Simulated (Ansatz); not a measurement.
NaCl built on the zincblende prototype, relaxed with r2SCAN in the plane-wave code Ansatz. Space group F-43m (No. 216), cubic; a = 6.175 Å in the conventional setting, 29.43 Å³ an atom. Around Na lie 4 Cl at 2.67 Å; around Cl lie 4 Na at 2.67 Å.

The axes x, y and z are those of this cell:
```
Na Cl
1.0
     0.00000    3.08727    3.08727
     3.08727    0.00000    3.08727
     3.08727    3.08727    0.00000
Na Cl
1 1
Direct
  0.00000 0.00000 0.00000
  0.25000 0.25000 0.25000
```

Unstrained: The PBE gap is direct at Γ: 4.942 eV. r2SCAN gives a direct gap of 5.552 eV at Γ. With HSE06 the gap is 6.246 eV and direct, at Γ. Meshes: PBE 8×8×8, r2SCAN 8×8×8, HSE06 6×6×6. Strains are changes of length per length, and xy shears are angles. After each strain the atoms were relaxed again with r2SCAN within the symmetry that the strain leaves, so tilts or polar shifts that break it weren't tested; points keep the names that they have in the unstrained zone. These are computed values for a spin-unpolarised cell that may be hypothetical; none is a measurement.

Question: For epitaxial -0.58 % in the xy plane, how far does the free direction move, and what happens to the gap?

Answer: The normal strain at zero normal stress is +1.11 %, 1.92 of the in-plane strain with the sign turned. PBE: the gap goes from 4.942 to 4.937 eV (-0.005 eV); with r2SCAN the top three valence levels at Γ, degenerate before, become 2+1 from the top over 17 meV. r2SCAN: the gap goes from 5.552 to 5.547 eV (-0.005 eV). HSE06: the gap goes from 6.246 to 6.241 eV (-0.005 eV).

Question: Estimate what uniaxial -1.23 % along [111], other directions held does to the gap.

Answer: PBE: the gap goes from 4.942 to 4.950 eV (+0.008 eV); with r2SCAN the top three valence levels at Γ, degenerate before, become 1+2 from the top over 32 meV. r2SCAN: the gap goes from 5.552 to 5.559 eV (+0.007 eV). HSE06: the gap goes from 6.246 to 6.256 eV (+0.010 eV). The r2SCAN energy rises by 0.4 meV an atom.

Question: Estimate what xy shear, engineering strain (angle) +1.11 % does to the gap.

Answer: PBE: the gap goes from 4.942 to 4.928 eV (-0.014 eV); with r2SCAN the top three valence levels at Γ, degenerate before, become 1+1+1 from the top over 28 meV. r2SCAN: the gap goes from 5.552 to 5.537 eV (-0.015 eV). HSE06: the gap goes from 6.246 to 6.232 eV (-0.014 eV). The r2SCAN energy rises by 0.1 meV an atom.

The meshes of the hybrids are coarse, so their gaps aren't converged to the digits shown.

The splittings at Γ are without spin-orbit coupling, which regroups them where it is of like size or larger.
